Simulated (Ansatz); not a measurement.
# BeSe: a single-point run

Wanted: a converged single-point run for BeSe, and a check of what comes out. The structure is shown as the input types it.

Computed with Ansatz 0.2.0 (density functional or hybrid calculation with the settings of its input, plane waves (as first typed), unless a step's input says otherwise).

3 further runs of the same task are left out: 1 for a known fault of the program, 2 that didn't finish.

### Step 1. The starting structure

Symmetry: F-43m, No. 216, cubic system. Conventional cell: a = 5.162 Å, b = 5.162 Å, c = 5.162 Å, α = 90.00°, β = 90.00°, γ = 90.00°. Be (site symmetry -43m) has 4 Se at 2.24 Å as nearest neighbours. Se (site symmetry -43m) has 4 Be at 2.24 Å as nearest neighbours.

As a file:

```cif
data_structure
_symmetry_space_group_name_H-M 'P 1'
_symmetry_Int_Tables_number 1
_cell_length_a 3.6501
_cell_length_b 3.6501
_cell_length_c 3.6501
_cell_angle_alpha 60.000
_cell_angle_beta 60.000
_cell_angle_gamma 60.000
_cell_volume 34.39
loop_
_atom_site_label
_atom_site_type_symbol
_atom_site_fract_x
_atom_site_fract_y
_atom_site_fract_z
_atom_site_occupancy
Be1 Be 0.00000 0.00000 0.00000 1
Se1 Se 0.25000 0.25000 0.25000 1
```

### Step 2. The run

File input.yaml:

```yaml
crystal:
  lattice:
    - [0.0, 2.5810355899, 2.5810355899]
    - [2.5810355899, 0.0, 2.5810355899]
    - [2.5810355899, 2.5810355899, 0.0]
  atoms:
    - { symbol: Be, position: [0.0, 0.0, 0.0] }
    - { symbol: Se, position: [0.25, 0.25, 0.25] }
kpoints:
  mp_grid: { grid: [6, 6, 6] }
hamiltonian:
  xc: pbesol
scf:
  occupations: { method: cold, width: 4 }
  n_extra_bands: 4
output:
  forces: true
  stress: true
  eigenvalues: true
```

Started as:

```bash
ansatz run input.yaml --threads 4 --pin off --max-ram 3686MiB --backend cpu --events-out ev --progress --plain --runs-dir out
```

Q: Will this input give a usable result? If not, why, and what should change?

This run ends as converged. Convergence says nothing about whether the input makes sense.

In the input, scf.occupations.method is cold; scf.occupations.width is 4. Occupations are smeared over electronvolts, wider than many features of the bands.

Run again and compare: delete scf.occupations.width (the default then holds) and set scf.occupations.method to fixed.
